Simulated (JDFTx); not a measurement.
HfO2:

```
Hf O
1.0
     0.00000    2.55750    2.55750
     2.55750    0.00000    2.55750
     2.55750    2.55750    0.00000
Hf O
1 2
Direct
  0.00000 0.00000 0.00000
  0.75000 0.75000 0.75000
  0.25000 0.25000 0.25000
```

Measurements of this composition are mostly on another form, of space group No. 14.

A run of JDFTx 1.7.0 (patched build) on this cell left the log below. Logs are shortened: lines on timing, memory, paths and dates and some standing lists are left out, and cuts for length are marked.

```text
*************** JDFTx 1.7.0 (patched build) ***************

Input parsed successfully to the following command list (including defaults):
[... the input with its defaults ...]

---------- Setting up symmetries ----------

Found 48 point-group symmetries of the bravais lattice
Found 48 space-group symmetries with basis
Applied RMS atom displacement 4.08253e-11 bohrs to make symmetries exact.

---------- Initializing the Grid ----------
R =
[            0      4.83297      4.83297  ]
[      4.83297            0      4.83297  ]
[      4.83297      4.83297            0  ]
unit cell volume = 225.774
G =
[  -0.650033   0.650033   0.650033  ]
[   0.650033  -0.650033   0.650033  ]
[   0.650033   0.650033  -0.650033  ]
Minimum fftbox size, Smin = [  60  60  60  ]
Chosen fftbox size, S = [  60  60  60  ]

---------- Initializing tighter grid for wavefunction operations ----------
R =
[            0      4.83297      4.83297  ]
[      4.83297            0      4.83297  ]
[      4.83297      4.83297            0  ]
unit cell volume = 225.774
G =
[  -0.650033   0.650033   0.650033  ]
[   0.650033  -0.650033   0.650033  ]
[   0.650033   0.650033  -0.650033  ]
Minimum fftbox size, Smin = [  40  40  40  ]
Chosen fftbox size, S = [  40  40  40  ]

---------- Exchange Correlation functional ----------
Initialized LibXC exchange functional 'Becke 88'
Initialized LibXC correlation functional 'Lee, Yang & Parr'

---------- Setting up pseudopotentials ----------
Width of ionic core gaussian charges (only for fluid interactions / plotting) set to 0

Reading pseudopotential file 'pseudo/Hf.upf':
  'Hf' pseudopotential, 'PBE' functional
  Generated using ONCVPSP code by D. R. Hamann
  12 valence electrons, 4 orbitals, 8 projectors, 1001 radial grid points, with lMax = 3
    5S    l: 0   occupation:  2.0   eigenvalue: -2.462799
    5P    l: 1   occupation:  6.0   eigenvalue: -1.307320
    5D    l: 2   occupation:  2.0   eigenvalue: -0.098817
    6S    l: 0   occupation:  2.0   eigenvalue: -0.187732
  Core radius for overlap checks: 2.38 bohrs.

Reading pseudopotential file 'pseudo/O.upf':
[... 44 lines left out ...]
SCF: Cycle:  0   F: -82.226629661844967   dF: -7.560e-02   |Residual|: 1.904e-01   |deigs|: 1.487e-02
	FillingsUpdate:  mu: +0.493033427  nElectrons: 24.000000
SCF: Cycle:  1   F: -82.252378026784314   dF: -2.575e-02   |Residual|: 3.623e-02   |deigs|: 2.208e-02
	FillingsUpdate:  mu: +0.500100356  nElectrons: 24.000000
SCF: Cycle:  2   F: -82.253853799822480   dF: -1.476e-03   |Residual|: 1.918e-02   |deigs|: 5.317e-03
	FillingsUpdate:  mu: +0.500691681  nElectrons: 24.000000
SCF: Cycle:  3   F: -82.253885980270212   dF: -3.218e-05   |Residual|: 3.057e-03   |deigs|: 1.787e-03
	FillingsUpdate:  mu: +0.500178300  nElectrons: 24.000000
SCF: Cycle:  4   F: -82.253888560137710   dF: -2.580e-06   |Residual|: 1.946e-03   |deigs|: 5.634e-04
	FillingsUpdate:  mu: +0.500696629  nElectrons: 24.000000
SCF: Cycle:  5   F: -82.253892033967489   dF: -3.474e-06   |Residual|: 3.710e-04   |deigs|: 3.091e-04
	FillingsUpdate:  mu: +0.500681031  nElectrons: 24.000000
SCF: Cycle:  6   F: -82.253892115871594   dF: -8.190e-08   |Residual|: 2.407e-04   |deigs|: 9.796e-05
	FillingsUpdate:  mu: +0.500640776  nElectrons: 24.000000
SCF: Cycle:  7   F: -82.253892165917620   dF: -5.005e-08   |Residual|: 5.117e-05   |deigs|: 1.204e-04
	FillingsUpdate:  mu: +0.500636105  nElectrons: 24.000000
SCF: Cycle:  8   F: -82.253892169987637   dF: -4.070e-09   |Residual|: 2.902e-05   |deigs|: 1.268e-04
	FillingsUpdate:  mu: +0.500629648  nElectrons: 24.000000
SCF: Cycle:  9   F: -82.253892170837545   dF: -8.499e-10   |Residual|: 1.494e-05   |deigs|: 1.240e-04
	FillingsUpdate:  mu: +0.500632416  nElectrons: 24.000000
SCF: Cycle: 10   F: -82.253892171153012   dF: -3.155e-10   |Residual|: 2.235e-06   |deigs|: 1.626e-04
SCF: Converged (|Delta E|<1.000000e-09 for 2 iters).

Setting wave functions to eigenvectors of Hamiltonian
Converging empty states (this may take a while): |deigs|: 1.693e-03

# Stress tensor in Cartesian coordinates [Eh/a0^3]:
[ -5.45515e-05            0            0  ]
[            0 -5.45515e-05            0  ]
[            0            0 -5.45515e-05  ]

# Ionic positions in cartesian coordinates:
ion Hf   0.000000000033334   0.000000000033334   0.000000000033334 1
ion O   7.249461845583333   7.249461845583333   7.249461845583333 1
ion O   2.416487281883334   2.416487281883334   2.416487281883334 1

# Forces in Cartesian coordinates:
force Hf   0.000000000000000   0.000000000000000   0.000000000000000 1
force O   0.000000000000000   0.000000000000000  -0.000000000000000 1
force O   0.000000000000000   0.000000000000000  -0.000000000000000 1

# Energy components:
   Eewald =      -67.2333631159540346
       EH =       14.1299279515392637
     Eloc =      -48.1209309165456816
      Enl =       -2.4755394592145930
      Exc =      -22.5672517632413125
 Exc_core =        7.3040915479638366
       KE =       36.7091735842995064
-------------------------------------
     Etot =      -82.2538921711530122
       TS =        0.0000000000000021
-------------------------------------
        F =      -82.2538921711530122

IonicMinimize: Iter:   0  F: -82.253892171153012  |grad|_K:       -nan
IonicMinimize: None of the convergence criteria satisfied after 0 iterations.

#--- Lowdin population analysis ---
# oxidation-state Hf +1.483
# oxidation-state O -0.697 -0.697

Dumping 'run.eigStats' ...
	eMin: -1.801212 at state 0 ( [ +0.000000 +0.000000 +0.000000 ] spin 0 )
	HOMO: +0.450008 at state 24 ( [ +0.000000 +0.444444 -0.444444 ] spin 0 )
	mu  : +0.500632
	LUMO: +0.594161 at state 0 ( [ +0.000000 +0.000000 +0.000000 ] spin 0 )
	eMax: +0.947130 at state 24 ( [ +0.000000 +0.444444 -0.444444 ] spin 0 )
	HOMO-LUMO gap: +0.144153
	Optical gap  : +0.148302 at state 24 ( [ +0.000000 +0.444444 -0.444444 ] spin 0 )
Done!
[note: mu as printed may lie anywhere between the filled and the empty levels]
```

Task: What input gives this log?

Result: Single point with BLYP, no spin polarisation. The files as run (others can give the same):

HfO2.in
```
lattice \
    0.0000000000     4.8329745637     4.8329745637 \
    4.8329745637     0.0000000000     4.8329745637 \
    4.8329745637     4.8329745637     0.0000000000
coords-type Cartesian
ion Hf     0.0000000000     0.0000000000     0.0000000000 1
ion O      7.2494618456     7.2494618456     7.2494618456 1
ion O      2.4164872819     2.4164872819     2.4164872819 1

ion-species pseudo/Hf.upf
ion-species pseudo/O.upf
elec-cutoff 42 336
elec-ex-corr gga-x-b88 gga-c-lyp
kpoint-folding 9 9 9
elec-smearing Fermi 0.0018374661
elec-n-bands 18
electronic-SCF nIterations 100 energyDiffThreshold 1e-09
electronic-minimize nIterations 30 energyDiffThreshold 1e-7
converge-empty-states yes
forces-output-coords Cartesian

dump-name run.$VAR
dump End Ecomponents EigStats BandEigs Kpoints Forces Stress ElecDensity
```

Potentials or basis: PseudoDojo-SR-PBE-0.5-standard.
The run is started by
```console
$ jdftx -c 1 -i HfO2.in -o HfO2.out
```

Caveat: spin-orbit coupling is left out, which moves the levels of the heavy elements; an odd mesh through Γ misses points on the zone boundary, where band edges often lie.
